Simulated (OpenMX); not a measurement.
**MnSi in OpenMX: the effect of starting spin order**

The system is MnSi.

```
CELL_PARAMETERS angstrom
0.00000 2.52722 2.52722
2.52722 0.00000 2.52722
2.52722 2.52722 0.00000
ATOMIC_POSITIONS crystal
Mn 0.00000 0.00000 0.00000
Si 0.25000 0.25000 0.25000
```

The cell was built by a generator and needn't be a form met in nature.

Alike in all runs:

```yaml
Program: OpenMX 3.8.5
Task: single point
Functional: PBE
Potentials_or_basis: OpenMX 2013 PBE set, Mn6.0-s3p2d2, Si7.0-s2p2d1, grid cutoff 400 Ry
k_mesh: 7 × 7 × 7
Occupations: fermi-dirac, width 0.05 eV
```

```tsv
starting spin order	spin	starting moments	energy over the lowest run (meV/atom)	pressure (GPa)	final net moment (μB)	final largest site moment (μB)
fm	collinear spin, ferromagnetic start	[4.0, 0.0] μB	0.0	20.9	2.08	2.38
ferromagnetic start, larger moments	collinear spin, ferromagnetic start	[5.5, 0.0] μB	0.0	20.9	2.08	2.38
nm	collinear spin, zero start	[0.0, 0.0] μB	?	?	?	?
```

Question: What does the run with starting spin order nm give?

Answer: Energy over the lowest run 205.5 meV/atom; pressure 12.9 GPa; final net moment 0.00 μB; final largest site moment 0.00 μB.

Caveats: the basis of atomic orbitals isn't converged, which shifts pressures, moduli and gaps.
